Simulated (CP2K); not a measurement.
Wanted: the native input for a CP2K 2026.2 run.

| Item | Value |
| --- | --- |
| Task | relaxation of cell and atoms |
| Functional | PBE |
| Potentials or basis | POTENTIAL_UZH Bi GTH-PBE-q5; TZVP-MOLOPT-PBE-GTH basis |
| Density cutoff | 9184 eV |
| k mesh | 7 × 7 × 7 |
| Occupations | fermi-dirac, width 0.05 eV |
| Spin | no spin polarisation |
| SCF solver | diagonalisation with k points |
| Quickstep method | GPW |
| EPS_DEFAULT | 1.0E-10 |
| EPS_SCF | 1.0E-6 |
| MAX_SCF | 100 |
| SCF_GUESS | ATOMIC |
| Mesh centred on Gamma | yes |
| CHOLESKY | OFF |
| EPS_EIGVAL | 1.0E-7 |
| MIXING METHOD | BROYDEN_MIXING |
| MIXING ALPHA | 0.4 |
| NBUFFER | 8 |
| NGRIDS | 4 |
| EXTRAPOLATION | USE_PREV_P |
| Basis sets | Bi TZVP-MOLOPT-PBE-GTH-q5 |
| Potentials | Bi GTH-PBE-q5 of POTENTIAL_UZH |
| ADDED_MOS | [8] |
| Optimiser | BFGS |
| Most steps | 40 |
| KEEP_SPACE_GROUP | yes |
| Force threshold (eV/A) | 0.03 eV/Å |
| PRESSURE_TOLERANCE (bar) | 200 bar |
| Target pressure (GPa) | 0 GPa |
| REL_CUTOFF (Ry) | 60 Ry |
| MIXING BETA (1/bohr) | 1.5 1/bohr |
| CUTOFF of the grids | 675 Ry |

Crystal: Bi.

```
CELL_PARAMETERS angstrom
3.43194 0.00000 0.00000
-1.14398 3.23566 0.00000
-1.14398 -1.61783 2.80217
ATOMIC_POSITIONS crystal
Bi 0.00000 0.00000 0.00000
```

This isn't the form of Bi at room conditions, which is rhombohedral.

The input as run:

bi_vcrelax.inp

```
&GLOBAL
  PROJECT bi_vcrelax
  RUN_TYPE CELL_OPT
  PRINT_LEVEL LOW
&END GLOBAL
&FORCE_EVAL
  METHOD QS
  STRESS_TENSOR ANALYTICAL
  &DFT
    BASIS_SET_FILE_NAME BASIS_MOLOPT_UZH
    POTENTIAL_FILE_NAME POTENTIAL_UZH
    &MGRID
      CUTOFF 675
      REL_CUTOFF 60
      NGRIDS 4
    &END MGRID
    &QS
      METHOD GPW
      EPS_DEFAULT 1.0E-10
      EXTRAPOLATION USE_PREV_P
    &END QS
    &KPOINTS
      SCHEME MONKHORST-PACK 7 7 7
      GAMMA_CENTERED T
    &END KPOINTS
    &SCF
      SCF_GUESS ATOMIC
      EPS_SCF 1.0E-6
      MAX_SCF 100
      ADDED_MOS 8
      CHOLESKY OFF
      EPS_EIGVAL 1.0E-7
      &DIAGONALIZATION ON
        ALGORITHM STANDARD
      &END DIAGONALIZATION
      &MIXING ON
        METHOD BROYDEN_MIXING
        ALPHA 0.4
        BETA 1.5
        NBUFFER 8
      &END MIXING
      &SMEAR ON
        METHOD FERMI_DIRAC
        ELECTRONIC_TEMPERATURE [K] 580.226
      &END SMEAR
    &END SCF
    &XC
      &XC_FUNCTIONAL
        &GGA_X_PBE
        &END GGA_X_PBE
        &GGA_C_PBE
        &END GGA_C_PBE
      &END XC_FUNCTIONAL
    &END XC
    &PRINT
      &KPOINTS ON
      &END KPOINTS
      &MULLIKEN ON
        &EACH
          CELL_OPT 0
        &END EACH
        ADD_LAST NUMERIC
      &END MULLIKEN
      &MO ON
        ENERGIES T
        OCCUPATION_NUMBERS T
        &EACH
          QS_SCF 0
          CELL_OPT 0
        &END EACH
        ADD_LAST NUMERIC
      &END MO
    &END PRINT
  &END DFT
  &SUBSYS
    &CELL
      A 3.4319383527 0.0000000000 0.0000000000
      B -1.1439794509 3.2356625091 0.0000000000
      C -1.1439794509 -1.6178312546 2.8021659310
      PERIODIC XYZ
    &END CELL
    &COORD
      SCALED
      Bi  0.0000000000 0.0000000000 0.0000000000
    &END COORD
    &KIND Bi
      BASIS_SET TZVP-MOLOPT-PBE-GTH-q5
      POTENTIAL GTH-PBE-q5
    &END KIND
    &PRINT
      &ATOMIC_COORDINATES ON
      &END ATOMIC_COORDINATES
      &CELL ON
      &END CELL
    &END PRINT
  &END SUBSYS
  &PRINT
    &FORCES ON
    &END FORCES
    &STRESS_TENSOR ON
    &END STRESS_TENSOR
  &END PRINT
&END FORCE_EVAL
&MOTION
  &CELL_OPT
    OPTIMIZER BFGS
    MAX_ITER 40
    MAX_FORCE [eV*angstrom^-1] 0.03
    RMS_FORCE [eV*angstrom^-1] 0.03
    MAX_DR 1.0E-2
    RMS_DR 1.0E-2
    EXTERNAL_PRESSURE [bar] 0.0
    PRESSURE_TOLERANCE [bar] 200
    KEEP_SPACE_GROUP T
  &END CELL_OPT
  &PRINT
    &TRAJECTORY ON
    &END TRAJECTORY
    &CELL ON
    &END CELL
    &FORCES ON
    &END FORCES
    &STRESS ON
    &END STRESS
    &RESTART OFF
    &END RESTART
    &RESTART_HISTORY OFF
    &END RESTART_HISTORY
  &END PRINT
&END MOTION
```

Potentials or basis: POTENTIAL_UZH Bi GTH-PBE-q5; TZVP-MOLOPT-PBE-GTH basis.

The run is started by

```bash
$ OMP_NUM_THREADS=1 cp2k.psmp -i bi_vcrelax.inp -o bi_vcrelax.out
```

Results of the run:

- Relaxed volume: 32.56 Å³/atom
- Relaxed cell: a = 3.475 Å, b = 3.475 Å, c = 3.475 Å, α = 109.34°, β = 109.22°, γ = 109.22°
- Space group after relaxing (to 0.05 Å): Im-3m (No. 229)
- Energy gained by relaxing: 11.4 meV/atom
- Ionic steps: 5
- Pressure after relaxing: 0.0 GPa
- Band gap on the k mesh: none (metal or under the smearing width)

Caveat: spin-orbit coupling is left out, which moves the levels of the heavy elements; the basis of atomic orbitals isn't converged, which shifts pressures, moduli and gaps.

It took 77 s on 1 thread of Arm Neoverse V2 (shared host), peak memory 0.32 GiB.
